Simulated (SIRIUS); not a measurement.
# Au (Fm-3m) in SIRIUS: notebook, part 3 of 3

SIRIUS 7.12.0. The steps go on from the part before.

## (8) Equation of state, WC, 17.87 Å³/atom (volume scaled by 1.06)

The input, sirius.json:

```json
{
  "control": {
    "processing_unit": "cpu",
    "std_evp_solver_name": "lapack",
    "gen_evp_solver_name": "lapack",
    "verbosity": 2,
    "print_forces": false,
    "ortho_rf": true,
    "use_second_variation": true,
    "rmt_max": 3.0,
    "num_bands_to_print": 24,
    "save_wf": true
  },
  "parameters": {
    "electronic_structure_method": "full_potential_lapwlo",
    "xc_functionals": ["XC_GGA_X_WC", "XC_GGA_C_PBE"],
    "core_relativity": "dirac",
    "valence_relativity": "iora",
    "num_fv_states": 25,
    "smearing": "fermi_dirac",
    "smearing_width": 0.0018374661,
    "pw_cutoff": 20,
    "gk_cutoff": 3.51,
    "lmax_apw": 11,
    "lmax_rho": 8,
    "lmax_pot": 8,
    "num_mag_dims": 0,
    "auto_rmt": 0,
    "ngridk": [11, 11, 11],
    "shiftk": [0, 0, 0],
    "num_dft_iter": 80,
    "energy_tol": 1e-07,
    "density_tol": 1e-05,
    "use_symmetry": true
  },
  "settings": {"tol_ne": 1e-10},
  "iterative_solver": {"type": "exact"},
  "mixer": {"type": "anderson", "beta": 0.5, "max_history": 8},
  "unit_cell": {
    "lattice_vectors": [[0.0, 3.9210155896, 3.9210155896], [3.9210155896, 0.0, 3.9210155896], [3.9210155896, 3.9210155896, 0.0]],
    "atom_types": ["Au"],
    "atom_files": {"Au": "Au.json"},
    "atoms": {"Au": [[0.0, 0.0, 0.0]]}
  }
}
```

The input, Au.json:

```json
{
  "name": "gold",
  "symbol": "Au",
  "number": 79,
  "mass": 196.966569,
  "rmin": 1e-06,
  "rmt": 2.62,
  "nrmt": 800,
  "rinf": 13.44,
  "core": "1s2s2p3s3p3d4s4p4d",
  "valence": [
    {"basis": [{"enu": 0.1, "dme": 0, "n": 0, "auto": 0}, {"enu": 0.1, "dme": 1, "n": 0, "auto": 0}]},
    {"l": 0, "n": 1, "basis": [{"enu": 0.2, "dme": 0, "n": 0, "auto": 0}]},
    {"l": 1, "n": 2, "basis": [{"enu": 0.2, "dme": 0, "n": 0, "auto": 0}]},
    {"l": 2, "n": 3, "basis": [{"enu": 0.2, "dme": 0, "n": 0, "auto": 0}]},
    {"l": 3, "n": 4, "basis": [{"enu": 0.2, "dme": 0, "n": 0, "auto": 0}]},
    {"l": 4, "n": 5, "basis": [{"enu": 0.2, "dme": 0, "n": 0, "auto": 0}]}
  ],
  "lo": [
    {"l": 0, "basis": [{"enu": 0.2, "dme": 0, "n": 0, "auto": 0}, {"enu": 0.2, "dme": 1, "n": 0, "auto": 0}]},
    {
      "l": 0,
      "basis": [{"enu": -3.5544, "dme": 0, "n": 5, "auto": 1}, {"enu": -3.5544, "dme": 1, "n": 5, "auto": 1}]
    },
    {"l": 0, "basis": [{"enu": -3.5544, "dme": 1, "n": 5, "auto": 1}, {"enu": 0.2, "dme": 0, "n": 0, "auto": 0}]},
    {"l": 0, "basis": [{"enu": 0.2, "dme": 0, "n": 0, "auto": 0}, {"enu": 2.5309, "dme": 0, "n": 0, "auto": 0}]},
    {"l": 1, "basis": [{"enu": 0.2, "dme": 0, "n": 0, "auto": 0}, {"enu": 0.2, "dme": 1, "n": 0, "auto": 0}]},
    {
      "l": 1,
      "basis": [{"enu": -1.7779, "dme": 0, "n": 5, "auto": 1}, {"enu": -1.7779, "dme": 1, "n": 5, "auto": 1}]
    },
    {"l": 1, "basis": [{"enu": -1.7779, "dme": 1, "n": 5, "auto": 1}, {"enu": 0.2, "dme": 0, "n": 0, "auto": 0}]},
    {"l": 1, "basis": [{"enu": 0.2, "dme": 0, "n": 0, "auto": 0}, {"enu": 2.8805, "dme": 0, "n": 0, "auto": 0}]},
    {"l": 2, "basis": [{"enu": 0.2, "dme": 0, "n": 0, "auto": 0}, {"enu": 0.2, "dme": 1, "n": 0, "auto": 0}]},
    {"l": 2, "basis": [{"enu": 0.2, "dme": 1, "n": 0, "auto": 0}, {"enu": 0.2, "dme": 2, "n": 0, "auto": 0}]},
    {"l": 2, "basis": [{"enu": 0.2, "dme": 0, "n": 0, "auto": 0}, {"enu": 2.4726, "dme": 0, "n": 0, "auto": 0}]},
    {"l": 3, "basis": [{"enu": 0.2, "dme": 0, "n": 0, "auto": 0}, {"enu": 0.2, "dme": 1, "n": 0, "auto": 0}]},
    {
      "l": 3,
      "basis": [{"enu": -2.5891, "dme": 0, "n": 4, "auto": 1}, {"enu": -2.5891, "dme": 1, "n": 4, "auto": 1}]
    },
    {"l": 3, "basis": [{"enu": -2.5891, "dme": 1, "n": 4, "auto": 1}, {"enu": 0.2, "dme": 0, "n": 0, "auto": 0}]},
    {"l": 3, "basis": [{"enu": 0.2, "dme": 0, "n": 0, "auto": 0}, {"enu": 3.5798, "dme": 0, "n": 0, "auto": 0}]},
    {"l": 4, "basis": [{"enu": 0.2, "dme": 0, "n": 0, "auto": 0}, {"enu": 0.2, "dme": 1, "n": 0, "auto": 0}]},
    {"l": 4, "basis": [{"enu": 0.2, "dme": 0, "n": 0, "auto": 0}, {"enu": 2.997, "dme": 0, "n": 0, "auto": 0}]}
  ],
  "free_atom": [... radial grid and density of the free atom, the start of the SCF ...]
}
```

The input, sirius_start.json:

```json
{
  "control": {
    "processing_unit": "cpu",
    "std_evp_solver_name": "lapack",
    "gen_evp_solver_name": "lapack",
    "verbosity": 1,
    "print_forces": false,
    "ortho_rf": true,
    "use_second_variation": true,
    "rmt_max": 3.0,
    "num_bands_to_print": 24,
    "save_wf": false
  },
  "parameters": {
    "electronic_structure_method": "full_potential_lapwlo",
    "xc_functionals": ["XC_LDA_X", "XC_LDA_C_PW"],
    "core_relativity": "dirac",
    "valence_relativity": "iora",
    "num_fv_states": 25,
    "smearing": "fermi_dirac",
    "smearing_width": 0.0055123983,
    "pw_cutoff": 20,
    "gk_cutoff": 2.81,
    "lmax_apw": 11,
    "lmax_rho": 8,
    "lmax_pot": 8,
    "num_mag_dims": 0,
    "auto_rmt": 0,
    "ngridk": [4, 4, 4],
    "shiftk": [0, 0, 0],
    "num_dft_iter": 30,
    "energy_tol": 0.01,
    "density_tol": 0.05,
    "use_symmetry": true
  },
  "settings": {"tol_ne": 1e-10},
  "iterative_solver": {"type": "exact"},
  "mixer": {"type": "anderson", "beta": 0.5, "max_history": 8},
  "unit_cell": {
    "lattice_vectors": [[0.0, 3.9210155896, 3.9210155896], [3.9210155896, 0.0, 3.9210155896], [3.9210155896, 3.9210155896, 0.0]],
    "atom_types": ["Au"],
    "atom_files": {"Au": "Au.json"},
    "atoms": {"Au": [[0.0, 0.0, 0.0]]}
  }
}
```

The run is started by

```console
$ OMP_NUM_THREADS=1 sirius.scf --input=sirius_start.json --output=start.json
$ OMP_NUM_THREADS=1 sirius.scf --input=sirius.json --output=output.json --task=1
```

Wall time 63 s (1 thread of Arm Neoverse N1, shared host); peak memory 0.34 GiB.

The run converged. Its results:

```yaml
Free_energy: -518286.6634 eV
Band_gap_on_the_k_mesh: none (metal or under the smearing width)
All_electrons_inside_the_program's_atomic_spheres: Au 77.75 (radii Au 2.62 bohr)
```

## (9) Equation of state, WC

Potentials or basis: all-electron FP-LAPW, apw+lo standard.

No new run: the results of the series are fitted here.

Results:

```
Equilibrium volume                      : 17.14 Å³/atom
Bulk modulus                            : 176 GPa
Pressure derivative of the bulk modulus : 5.1
```

Energy against volume, from the lowest point:
| volume (Å³/atom) | energy (meV/atom) |
| --- | --- |
| 15.843 | 63.42 |
| 16.181 | 33.23 |
| 16.518 | 13.32 |
| 16.855 | 2.62 |
| 17.192 | 0.00 |
| 17.529 | 4.38 |
| 17.866 | 15.34 |

## (10) How close it comes

Step 9. A measured bulk modulus of Au is 167 GPa (quoted in “Exploring toroidal anvil profiles for larger sample volumes above 4 Mbar”, 2024, pmc:11102561); the calculated 176 GPa misses it by +5.5 %. The fit is for a static lattice scaled at fixed shape and fixed fractional positions.
